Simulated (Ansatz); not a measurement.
# CuO (P1) in Ansatz: further runs

Aim: see how the results for CuO move with the level of theory and the settings. Levels: PBE, PBE+U. Tasks: single point, relaxation of cell and atoms.

All numbers are computed with Ansatz 0.2.0; they aren't measurements. Logs are shortened: lines on timing, memory, paths and dates and some standing lists are left out, and cuts for length are marked.

### 1 Starting point

The typed cell holds 8 atoms: a = 2.900 Å, b = 5.544 Å, c = 5.643 Å, α = 113.11°, β = 101.64°, γ = 92.01°.

### 2 Single point, PBE

The input, input.yaml:

```yaml
crystal:
  lattice:
    - [2.34185, -1.7113, 0.0]
    - [-1.49182, -1.7113, -5.05787]
    - [2.34185, 5.1339, 0.0]
  atoms:
    - { symbol: Cu, position: [0.32132716, 0.95657656, 0.29054178] }
    - { symbol: Cu, position: [0.67867284, 0.04342344, 0.70945822] }
    - { symbol: Cu, position: [0.3225567, 0.52186451, 0.68364633] }
    - { symbol: Cu, position: [0.6774433, 0.47813549, 0.31635367] }
    - { symbol: O, position: [0.41767164, 0.70732048, 0.00989985] }
    - { symbol: O, position: [0.41392836, 0.79267952, 0.65850015] }
    - { symbol: O, position: [0.22493959, 0.34816805, 0.07342398] }
    - { symbol: O, position: [0.94346041, 0.15183195, 0.25817602] }
hamiltonian:
  xc: pbe
  pseudopotentials: { kind: paw }
kpoints:
  mp_grid: { grid: [9, 5, 5] }
scf:
  occupations: { method: fermi_dirac, width: 0.05 }
basis:
  ecutwfc: "500 eV"
output:
  forces: true
  stress: true
  eigenvalues: true
  write_density: true
  write_potential: true
  elf: true
  volumetric_format: npy
```

Potentials or basis: Ansatz PAW.

The run is started by

```
$ ansatz run input.yaml --threads 4 --pin off --max-ram 11264MiB --backend cpu --events-out ev --progress --plain --runs-dir out
```

Output:

```text
Warning: RAYON_NUM_THREADS=4 ignored (pool sized by the plan → 4); use --threads N
Engine: ansatz 0.2.0, x86_64-unknown-linux-gnu
Pseudopotentials: kind: paw
Pseudopotential: Cu, paw, valence charge 19, recommended cutoff 420 eV (normal), Cu.paw.azcp
Pseudopotential: O, paw, valence charge 6, recommended cutoff 420 eV (normal), O.paw.azcp
Functional definition: PBE
  parameter kappa = 0.804
  parameter beta = 0.06672455060314922
  exchange = pbe_x(kappa = kappa, mu = beta*pi^2/3)
  correlation = pbe_c(beta = beta)
Crystal: 8 atoms, lattice volume = 81.080 Å³
Basis set: ecut = 500 eV, 2065 PW (Γ), exchange–correlation on 48×90×90 points (8 copies of the dense FFT grid, shifted against one another)
Bands: 60, of which v1, the nominal top of the filled ones, is band 50 counted from 1 (49 counted from 0)
Symmetry: 1 space group operations
Space group: P1 (ITA 1), of the structure as read, at distance tolerance 4.3e-5 Å
k-points: 113 of 225 (time reversal used)
Non-local potential: Cu, projectors of the file, l = 0: 3, l = 1: 2, l = 2: 3, l = 3: 1
Non-local potential: O, projectors of the file, l = 0: 2, l = 1: 2, l = 2: 1
PAW form: soft (Blöchl's): semilocal exchange-correlation on the pseudo side does not see the compensation charge
PAW one-centre angular grid: Cu, 590 points (default); XC on 64 Gauss nodes
PAW one-centre angular grid: O, 110 points (default); XC on 64 Gauss nodes
Initial density: superposition of atomic densities (neutral atoms: chi_scale 0, normalization atom), corrected by the library's trained network
Initial wavefunctions: pseudopotential atomic-orbital guess
Functional: x = pbe(κ = 0.804, μ = 0.2195149727645171), c = pbe(β = 0.06672455060314922)
SCF iter   1: F=—  HF=-28753.514036 eV  |F-HF|=—  |Δ(HF+E_count)|=         —  Δρ=1.95e-2  dr2=2.18e-1  ethr=1.77e-3  ⟨swp⟩=5.8  Hψ=25271  notcnv=0  defer=5
preconditioner: auto → LDOS  [metal: Δε(μ)=0.006 eV  Ē_g=11.105 eV  σ=0.050 eV  W_gap=0.03  n_scr=34 (ndim 8)  ℏωp=34.0 eV  f_vac=0.027  D(μ)=4.46/eV (n_scr^D=40)  β→1.0]
SCF iter   2: F=—  HF=-28753.491122 eV  |F-HF|=—  |Δ(HF+E_count)|=   2.29e-2  Δρ=1.08e-2  dr2=5.60e-2  ethr=2.18e-4  ⟨swp⟩=2.0  Hψ=12119  notcnv=0  defer=294
SCF iter   3: F=—  HF=-28753.485161 eV  |F-HF|=—  |Δ(HF+E_count)|=   5.96e-3  Δρ=1.01e-2  dr2=5.58e-2  ethr=5.60e-5  ⟨swp⟩=2.0  Hψ=12859  notcnv=0  defer=294
SCF iter   4: F=—  HF=-28753.478198 eV  |F-HF|=—  |Δ(HF+E_count)|=   6.96e-3  Δρ=5.26e-3  dr2=1.61e-2  ethr=5.58e-5  ⟨swp⟩=2.0  Hψ=6822  notcnv=0  defer=294
SCF iter   5: F=—  HF=-28753.475927 eV  |F-HF|=—  |Δ(HF+E_count)|=   2.27e-3  Δρ=1.45e-3  dr2=1.27e-3  ethr=1.61e-5  ⟨swp⟩=2.3  Hψ=9227  notcnv=0  defer=294
SCF iter   6: F=—  HF=-28753.475746 eV  |F-HF|=—  |Δ(HF+E_count)|=   1.81e-4  Δρ=5.92e-4  dr2=2.57e-4  ethr=1.27e-6  ⟨swp⟩=2.3  Hψ=8726  notcnv=0  defer=294
SCF iter   7: F=—  HF=-28753.475723 eV  |F-HF|=—  |Δ(HF+E_count)|=   2.36e-5  Δρ=1.64e-4  dr2=2.17e-5  ethr=2.57e-7  ⟨swp⟩=1.0  Hψ=6486  notcnv=0  defer=294
SCF iter   8: F=—  HF=-28753.475721 eV  |F-HF|=—  |Δ(HF+E_count)|=   1.15e-6  Δρ=7.07e-5  dr2=2.90e-6  ethr=2.17e-8  ⟨swp⟩=2.1  Hψ=9055  notcnv=0  defer=294
SCF iter   9: F=—  HF=-28753.475721 eV  |F-HF|=—  |Δ(HF+E_count)|=   1.68e-7  Δρ=3.32e-5  dr2=6.94e-7  ethr=2.90e-9  ⟨swp⟩=2.3  Hψ=9893  notcnv=0  defer=294
SCF iter  10: F=—  HF=-28753.475721 eV  |F-HF|=—  |Δ(HF+E_count)|=   2.86e-8  Δρ=1.74e-5  dr2=2.34e-7  ethr=6.94e-10  ⟨swp⟩=1.3  Hψ=7279  notcnv=0  defer=294
SCF iter  11: F=-28753.475721 eV  HF=-28753.475721 eV  |F-HF|=1.10e-8  |Δ(HF+E_count)|=   1.16e-8  Δρ=4.06e-6  dr2=1.25e-8  ethr=1.00e-10  ⟨swp⟩=11.5  Hψ=41156  notcnv=0
SCF 1 converged in 11 iterations: F = -28753.475721 eV  dr2 = 1.25e-8
SCF converged after 11 iterations
Free energy (F): -28753.475721 eV
Harris-Foulkes:  -28753.475721 eV  (|F-HF|=1.10e-8)
Internal energy: -28753.433653 eV  (E = F + TS)
E sigma→0 (E₀):  -28753.454687 eV
Entropy (-TS):   -0.042069 eV (-5.259 meV/atom)
Fermi energy:    12.149437 eV
--- Per-component energies (eV) ---
  E_band       = -1763.814364
  E_kinetic    = 1902.079022
  E_local      = -20384.347852  (includes V_loc(G=0)·N_el)
  E_nonlocal   = 1760.947919
  E_hartree    = 8862.080356
  E_xc         = -652.284330
  E_vxc        = -837.685257  (∫ρ·V_xc dr)
  E_paw        = -7273.898498  (= ΣΔE_a)
  E_vpaw       = -1928.966999  (= ΣTr[D̂ρ^β])
  E_aug_tail   = 0.004589  (compensation charges beyond the density's cutoff)
  E_ewald      = -12968.014858
  E_smearing   = -0.042069  (= −TS)
  E_closure    = -0.000000  (closes the sum)
  Σ components = -28753.475721   (vs F -28753.475721, Δ=0.00e0)
--- Forces (eV/Å), atoms counted from 1 ---
  atom   1  Cu     3.44547874    -0.61518261     2.64560639
  atom   2  Cu     5.36108000    -5.33096542   -14.42934344
  atom   3  Cu     0.50124652     2.30506922     8.41945374
  atom   4  Cu     5.11641475    -0.10689743    -2.95973061
  atom   5  O      1.99222923     2.06799527     0.72448805
  atom   6  O     -5.70260357     1.53477273     6.47435965
  atom   7  O     -6.85502791    -1.70776005     2.56799687
  atom   8  O     -3.85878805     1.85298676    -3.44284532
  max |Σ_I F_I| component: 2.97e-5 eV/Å
--- Stress (GPa, compression-positive) ---
       47.626382       3.014381      -2.494147
        3.014382      40.296913      21.433514
       -2.494148      21.433512      79.450512
  P = ⅓ Tr σ = 55.7913 GPa (557.913 kbar)
--- Band table (eV; the first three rows and the last of 113) ---
  k-point 0: bands = ["-101.3856", "-101.1358", "-100.8168", "-100.7816", "-59.0077", "-58.8492", "-58.8336", "-58.7019", "-58.5486", "-58.4871", "-58.4509", "-58.2208", "-58.1229", "-58.0445", "-57.9384", "-57.8242", "-8.7417", "-7.9985", "-6.4108", "-5.9701", "3.1746", "4.2506", "4.5767", "5.3546", "5.7069", "5.8209", "5.9589", "6.4331", "7.2513", "7.4202", "7.8675", "8.1827", "8.2644", "8.5781", "8.5984", "8.7026", "9.2059", "9.3481", "9.3784", "9.6355", "9.7654", "9.8495", "10.0359", "10.4417", "10.7347", "11.3641", "11.5578", "11.7465", "11.8603", "12.1523", "12.3622", "12.5018", "12.7819", "16.3118", "16.7361", "18.9368", "20.3617", "21.5530", "21.8480", "24.9665"]
  k-point 1: bands = ["-101.3856", "-101.1358", "-100.8168", "-100.7816", "-59.0077", "-58.8491", "-58.8336", "-58.7019", "-58.5486", "-58.4871", "-58.4509", "-58.2208", "-58.1229", "-58.0445", "-57.9384", "-57.8242", "-8.7008", "-8.0347", "-6.4325", "-5.9675", "3.2009", "4.2672", "4.6126", "5.3277", "5.5189", "5.9099", "6.0797", "6.4533", "7.2767", "7.4510", "7.8770", "8.0416", "8.3600", "8.4901", "8.6702", "8.7840", "9.2218", "9.3081", "9.3951", "9.5889", "9.7280", "9.8673", "9.9736", "10.3315", "10.6929", "11.3757", "11.4517", "11.7183", "11.8673", "12.0904", "12.3580", "12.7068", "12.9802", "16.1548", "16.7085", "18.8314", "20.4700", "21.2705", "22.5836", "24.4956"]
  k-point 2: bands = ["-101.3856", "-101.1358", "-100.8168", "-100.7816", "-59.0077", "-58.8491", "-58.8336", "-58.7019", "-58.5486", "-58.4870", "-58.4509", "-58.2208", "-58.1229", "-58.0445", "-57.9384", "-57.8242", "-8.6218", "-8.1062", "-6.4660", "-5.9645", "3.2412", "4.3800", "4.6248", "5.0083", "5.6401", "6.0495", "6.1159", "6.4563", "7.3926", "7.5195", "7.8571", "7.9805", "8.1933", "8.6070", "8.6748", "8.8670", "9.1950", "9.2854", "9.3291", "9.4974", "9.6640", "9.8289", "10.0098", "10.1987", "10.7142", "11.2820", "11.4216", "11.6662", "11.8746", "11.8999", "12.3893", "12.9112", "13.5820", "15.5593", "16.7503", "18.6916", "20.6025", "21.5117", "23.0866", "24.2426"]
  k-point 112: bands = ["-101.3850", "-101.1352", "-100.8162", "-100.7809", "-59.0069", "-58.8478", "-58.8390", "-58.7035", "-58.5565", "-58.4860", "-58.4591", "-58.2266", "-58.1219", "-58.0444", "-57.9451", "-57.8324", "-8.2837", "-7.4239", "-6.3998", "-5.7227", "3.2816", "4.3200", "4.7070", "4.8392", "5.0206", "5.5106", "5.9424", "6.7465", "7.0543", "7.3814", "7.4896", "8.1907", "8.4540", "8.5584", "8.8259", "8.9383", "9.3322", "9.4169", "9.6204", "9.6668", "9.8020", "9.8856", "10.1551", "10.2718", "10.5815", "10.8368", "11.0987", "11.3341", "11.6464", "12.0095", "12.3602", "12.7337", "14.4684", "16.0668", "16.9886", "18.0708", "19.8365", "20.0431", "21.5662", "22.6740"]
```

Run time: 25 s. Hardware: 4 threads of AMD EPYC 7R43 (Zen 3), shared host; peak memory 0.81 GiB.

What came out:

| Property | Result |
| --- | --- |
| Free energy | -28753.4757 eV |
| Pressure | 55.8 GPa |
| Largest force | 16.290 eV/Å |
| Band gap on the k mesh | none (metal or under the smearing width) |

Forces on the atoms (eV/Å):
```
Cu    3.445  -0.615   2.646
Cu    5.361  -5.331 -14.429
Cu    0.501   2.305   8.419
Cu    5.116  -0.107  -2.960
O     1.992   2.068   0.724
O    -5.703   1.535   6.474
O    -6.855  -1.708   2.568
O    -3.859   1.853  -3.443
```

Stress tensor (GPa, compression positive):
```
47.63  3.01 -2.49
 3.01 40.30 21.43
-2.49 21.43 79.45
```

Caveat: a pressure of tens of GPa on the cell as given is suspect, and the run, the potentials or the cell itself is likely at fault; the run has no spin polarisation, though such a crystal can be magnetic; semilocal functionals often make such compounds metallic where correlation or magnetic order opens a gap, which also shifts bond lengths; forces of over 1 eV/Å show positions far from the minimum, so gaps and moduli don't describe the material at rest.

### 3 Relaxation of cell and atoms, PBE+U

Changes to input.yaml since step 2:

```diff
@@ -17,2 +17,3 @@
   pseudopotentials: { kind: paw }
+  hubbard: { sites: [{ species: Cu, l: d, u_eff: 4.5 }] }
 kpoints:
@@ -21,4 +22,2 @@
   occupations: { method: fermi_dirac, width: 0.05 }
-basis:
-  ecutwfc: "500 eV"
 output:
@@ -27,5 +26,5 @@
   eigenvalues: true
-  write_density: true
-  write_potential: true
-  elf: true
-  volumetric_format: npy
+relax:
+  f_tol: 0.01
+  max_steps: 40
+  cell: { stress_tol: 0.05 }
```

Potentials or basis: Ansatz PAW.

The run is started by

```
$ ansatz run input.yaml --threads 4 --pin off --max-ram 11264MiB --backend cpu --events-out ev --progress --plain --runs-dir out
```

Wall time 21 min (4 threads of AMD EPYC 7R43 (Zen 3), shared host); peak memory 1.1 GiB.

It converged, with:

- Free energy: -28761.1443 eV
- Relaxed volume: 11.38 Å³/atom
- Relaxed cell: a = 2.964 Å, b = 6.616 Å, c = 5.970 Å, α = 116.35°, β = 90.30°, γ = 116.27°
- Space group after relaxing (to 0.05 Å): P4_2/mmc (No. 131)
- Energy gained by relaxing: 1480.5 meV/atom
- Ionic steps: 38
- Pressure after relaxing: 0.0 GPa
- Band gap on the k mesh: none (metal or under the smearing width)

Step by step:
| step | energy change (eV) | largest force (eV/Å) | volume (Å³) |
| --- | --- | --- | --- |
| 1 | 0.0000 | 17.0479 | 81.08 |
| 2 | -3.9245 | 8.2049 | 88.62 |
| 3 | -6.7965 | 2.5542 | 92.56 |
| 4 | -7.8082 | 1.2175 | 93.18 |
| 5 | -8.3880 | 0.8155 | 93.49 |
| 6 | -8.8901 | 1.5361 | 92.45 |
| 7 | -9.4696 | 2.7293 | 90.90 |
| 8 | -9.8936 | 1.5948 | 88.76 |
| 9 | -10.2292 | 1.4332 | 84.96 |
| 10 | -10.8259 | 0.5642 | 84.79 |
| 11 | -11.0096 | 0.3424 | 86.36 |
| 12 | -11.1667 | 0.4117 | 86.56 |
| 13 | -11.3804 | 0.5559 | 86.28 |
| 14 | -11.4477 | 1.0779 | 86.23 |
| 15 | -11.5646 | 0.0974 | 86.48 |
| 16 | -11.5691 | 0.0161 | 86.43 |
| 17 | -11.5688 | 0.0030 | 86.58 |
| 18 | -11.5689 | 0.0018 | 86.57 |
| 19 | -11.5690 | 0.0002 | 86.57 |
| 20 | -11.6758 | 0.0032 | 86.57 |
| 21 | -11.7305 | 0.1171 | 88.50 |
| 22 | -11.7481 | 0.0200 | 89.60 |
| 23 | -11.7496 | 0.0027 | 89.50 |
| 24 | -11.7496 | 0.0031 | 89.50 |
| 25 | -11.7946 | 0.0025 | 89.50 |
| 26 | -11.8122 | 0.0142 | 90.14 |
| 27 | -11.8160 | 0.0178 | 90.83 |
| 28 | -11.8175 | 0.0109 | 90.57 |
| 29 | -11.8173 | 0.0022 | 90.63 |
| 30 | -11.8329 | 0.0021 | 90.63 |
| 31 | -11.8377 | 0.0018 | 90.88 |
| 32 | -11.8380 | 0.0009 | 90.97 |
| 33 | -11.8380 | 0.0002 | 90.97 |
| 34 | -11.8418 | 0.0003 | 90.97 |
| 35 | -11.8428 | 0.0011 | 91.03 |
| 36 | -11.8435 | 0.0013 | 91.03 |
| 37 | -11.8437 | 0.0014 | 91.06 |
| 38 | -11.8439 | 0.0015 | 91.06 |

Final structure:
```
CELL_PARAMETERS angstrom
2.48623 -1.48739 0.62594
-2.92046 -1.46655 -5.75270
2.99588 5.15962 0.21144
ATOMIC_POSITIONS crystal
Cu 0.25000 0.00000 0.25000
Cu 0.75000 0.00000 0.75000
Cu 0.25000 0.50000 0.75000
Cu 0.75000 0.50000 0.25000
O 0.62393 0.87509 0.99970
O 0.37607 0.62492 0.50031
O 0.12394 0.37508 0.99969
O 0.87606 0.12491 0.50030
```

Levels at points of the mesh, in eV from the Fermi level:
```tsv
k point	band 48	band 49	band 50	band 51	band 52	band 53
(0.00, 0.00, 0.00)	-2.06	-0.30	0.66	0.67	0.69	1.60
```

Eigenvalues of the final occupation matrices:
| site | spin | trace | eigenvalues |
| --- | --- | --- | --- |
| site 1 | 1 | 4.75 | 0.80 0.97 0.99 0.99 1.00 |
| site 2 | 1 | 4.75 | 0.80 0.97 0.99 0.99 1.00 |
| site 3 | 1 | 4.75 | 0.80 0.97 0.99 0.99 1.00 |
| site 4 | 1 | 4.75 | 0.80 0.97 0.99 0.99 1.00 |

Caveat: the electronic state changed during the relaxation; the plane-wave basis is chosen anew once the cell has moved, so the energies of steps on either side of that aren't comparable; the pressure holds a Pulay correction of +0.6 GPa for the finite cutoff; the volume moved by +12 % from the deposited cell, more than functionals usually miss; the run has no spin polarisation, though such a crystal can be magnetic; U without spin polarisation on a metal has little footing.
